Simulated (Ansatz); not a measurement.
# Rh: what changed settings do

All trials start from this Ansatz input:

```yaml
crystal:
  lattice:
    - [2.7309790422, 0.0, 0.0]
    - [-1.3654895211, 2.3650972278, 0.0]
    - [0.0, 0.0, 4.428489]
  atoms:
    - { symbol: Rh, position: [0.66666667, 0.33333333, 0.75] }
    - { symbol: Rh, position: [0.33333333, 0.66666667, 0.25] }
basis:
  ecutwfc: 420
kpoints:
  mp_grid: { grid: [6, 6, 4] }
hamiltonian:
  xc: pbe
scf:
  occupations: { method: gaussian, width: 0.1 }
output:
  forces: true
  stress: true
  eigenvalues: true
```

Command:

```bash
ansatz run input.yaml --threads 1 --pin off --max-ram 1331MiB --backend cpu --events-out ev --progress --plain --runs-dir out
```

The run converges in 6 SCF iterations on 21 irreducible k-points: pressure -3.40 GPa, no gap.

Settings here are deliberately varied, not converged. Each trial's input is given as a difference from the reference's; energies are extrapolated to zero smearing where there is one, and pressure is positive in compression. Charged cells sit in a uniform background, and their pressures hang on that convention.

Trial 1:

```diff
 basis:
+  ecutrho_ratio: 8
 kpoints:
-  mp_grid: { grid: [6, 6, 4] }
+  mp_grid: { kspacing: 0.81 }
 scf:
+  max_iter: 80
+  convergence: { dr2_threshold: "1e-4 eV" }
```

The run converges in 6 SCF iterations on 8 irreducible k-points: energy 168 meV per atom below the reference, pressure -5.77 GPa, no gap. It warns that the SCF threshold is loose for the forces; that the SCF threshold is loose for the stress.

Trial 2:

```diff
 crystal:
   lattice:
-    - [2.7309790422, 0.0, 0.0]
-    - [-1.3654895211, 2.3650972278, 0.0]
-    - [0.0, 0.0, 4.428489]
+    - [2.4340497647, 0.0, 0.0]
+    - [-1.2170248824, 2.1079489303, 0.0]
+    - [0.0, 0.0, 3.9469957264]
 basis:
+  ecutrho_ratio: 2
+  precision: f64
 scf:
-  occupations: { method: gaussian, width: 0.1 }
+  occupations: { method: tetrahedron }
+  max_iter: 8
+  convergence: { dr2_threshold: "1e-22 eV" }
```

It warns that the density cutoff lies under the recommended one; that forces and stress under tetrahedra may miss the energy's slope. The run stops unconverged after 8 SCF iterations:

```text
Error: did not converge after 8 iterations: dr2 = 2.36e-13 (threshold 1.00e-22), under the density mixer `msr1`, which `scf.mixing.algorithm: auto` chose by the deck's other keys (type `scf.mixing.algorithm: msr1` to keep it); raise `scf.max_iter`, which need not help a stalled SCF …
```

Next try, with these keys changed back:

```diff
 scf:
-  max_iter: 8
-  convergence: { dr2_threshold: "1e-22 eV" }
+  max_iter: 69
```

The run converges in 5 SCF iterations on 21 irreducible k-points: energy 1.74 eV per atom above the reference, pressure 195 GPa, no gap. It warns that the printed bands weren't solved further after the SCF; that the density cutoff lies under the recommended one; that forces and stress under tetrahedra may miss the energy's slope.

Trial 3:

```diff
 crystal:
   lattice:
-    - [2.7309790422, 0.0, 0.0]
-    - [-1.3654895211, 2.3650972278, 0.0]
-    - [0.0, 0.0, 4.428489]
+    - [2.8940144004, 0.0, 0.0]
+    - [-1.4470072002, 2.5062899897, 0.0]
+    - [0.0, 0.0, 4.69286316]
 basis:
-  ecutwfc: 420
+  ecutwfc: "12 Ha"
 kpoints:
-  mp_grid: { grid: [6, 6, 4] }
+  mp_grid: { kspacing: 0.6 }
 hamiltonian:
-  xc: pbe
+  xc: pw92
 scf:
-  occupations: { method: gaussian, width: 0.1 }
+  occupations: { method: tetrahedron, width: 0.05 }
+  mixing: { algorithm: pulay }
+  max_iter: 100
+accuracy: high
```

The program refuses the input:

```text
Error: YAML parse error: error: line 17 column 24: unknown variant `pulay`, expected one of auto, anderson, broyden, msr1
```

Next try, with these keys changed back:

```diff
 scf:
-  mixing: { algorithm: pulay }
```

The run converges in 10 SCF iterations on 10 irreducible k-points: pressure -39.51 GPa, no gap. It warns that the printed bands weren't solved further after the SCF; that the cutoff lies under the recommended one, 420 eV for these potentials; that the smearing width isn't read; that forces and stress under tetrahedra may miss the energy's slope.

Trial 4 (one atom moved):

```diff
 crystal:
   atoms:
-    - { symbol: Rh, position: [0.33333333, 0.66666667, 0.25] }
+    - { symbol: Rh, position: [0.3439037233, 0.6878074466, 0.25] }
 basis:
-  ecutwfc: 420
+  ecutwfc: "18 Ry"
 scf:
-  occupations: { method: gaussian, width: 0.1 }
+  occupations: { method: cold, width: "0.01 Ry" }
```

The run converges in 6 SCF iterations on 39 irreducible k-points: energy 1.90 eV per atom above the reference, pressure 14.69 GPa (unreliable at so low a cutoff), largest force 0.152 eV/Å (unreliable too), no gap. It warns that the cutoff lies under the recommended one, 420 eV for these potentials.

Trial 5:

```diff
 scf:
-  occupations: { method: gaussian, width: 0.1 }
+  occupations: { method: methfessel_paxton, width: 0.098 }
+magnetization:
+  spin_polarized: true
+  initial_magnetization: 4.0
```

The run converges in 13 SCF iterations on 21 irreducible k-points: energy 0.27 meV per atom below the reference, pressure -3.47 GPa, no gap, cell moment 0.00 μB. It warns that the starting moments were lost; that the state wasn't tested for a lower one.

Trial 6:

```diff
 kpoints:
-  mp_grid: { grid: [6, 6, 4] }
+  mp_grid: { grid: [4, 3, 4] }
 scf:
+  lower_state_search: standard
```

The run converges in 6 SCF iterations on 21 irreducible k-points: energy 104 meV per atom above the reference, pressure -1.66 GPa, largest force 0.352 eV/Å, no gap. It warns that the mesh lowers the symmetry.

Trial 7:

```diff
+total_charge: -40
-basis:
-  ecutwfc: 420
+basis: {}
 hamiltonian:
+  pseudopotentials: { kind: nc }
 scf:
+  max_iter: 56
```

The run converges in 9 SCF iterations on 21 irreducible k-points: at 1197 eV, the cutoff that these potentials take when none is typed, pressure 2179 GPa (with the neutralising background of the charged cell), no gap.

Trial 8:

```diff
 basis:
-  ecutwfc: 420
+  ecutwfc: "19 Ha"
+  ecutrho_ratio: 3
 hamiltonian:
-  xc: pbe
+  xc: revpbe
```

The run converges in 6 SCF iterations on 21 irreducible k-points: pressure -0.20 GPa, no gap. It warns that the density cutoff lies under the recommended one.

Trial 9:

```diff
 crystal:
   lattice:
-    - [2.7309790422, 0.0, 0.0]
-    - [-1.3654895211, 2.3650972278, 0.0]
-    - [0.0, 0.0, 4.428489]
+    - [2.6912601449, 0.0, 0.0]
+    - [-1.3456300724, 2.3306996536, 0.0]
+    - [0.0, 0.0, 4.3640818048]
 hamiltonian:
+  dispersion: d3bj
+  pseudopotentials: { kind: nc, frozen_core: stored }
 scf:
+  mixing: { beta: 0.12 }
+  initial_density: { chi_scale: 0, normalization: atom }
+  max_iter: 98
 output:
+  efg: {}
```

The program refuses the input:

```text
  1. inconsistent input (hamiltonian.pseudopotentials.frozen_core, hamiltonian.pseudopotentials.kind): the key says how the frozen core of a PAW file is taken — remove the key, or set kind: paw or paw_fr
```

Next try, with these keys changed back:

```diff
 hamiltonian:
-  pseudopotentials: { kind: nc, frozen_core: stored }
```

The run converges in 7 SCF iterations on 21 irreducible k-points: pressure 0.36 GPa, no gap. It warns that field gradients leave spin–orbit coupling out.

Trial 10:

```diff
+total_charge: 2
 basis:
-  ecutwfc: 420
+  ecutrho_ratio: 8
 kpoints:
-  mp_grid: { grid: [6, 6, 4] }
+  mp_grid: { kspacing: 1.2 }
 hamiltonian:
+  hubbard: { sites: [{ species: Rh, l: d, u_eff: 4.3 }] }
 scf:
+  n_extra_bands: 5
+  mixing: { algorithm: anderson }
+  initial_density: { chi_scale: 0, normalization: atom }
+  eigensolver: { kind: davidson }
+  max_iter: 40
```

The run converges in 10 SCF iterations on 6 irreducible k-points: pressure 17.48 GPa (with the neutralising background of the charged cell), no gap. It warns that the count of filled bands differs between k-points. Under a U the state reached may not be the lowest.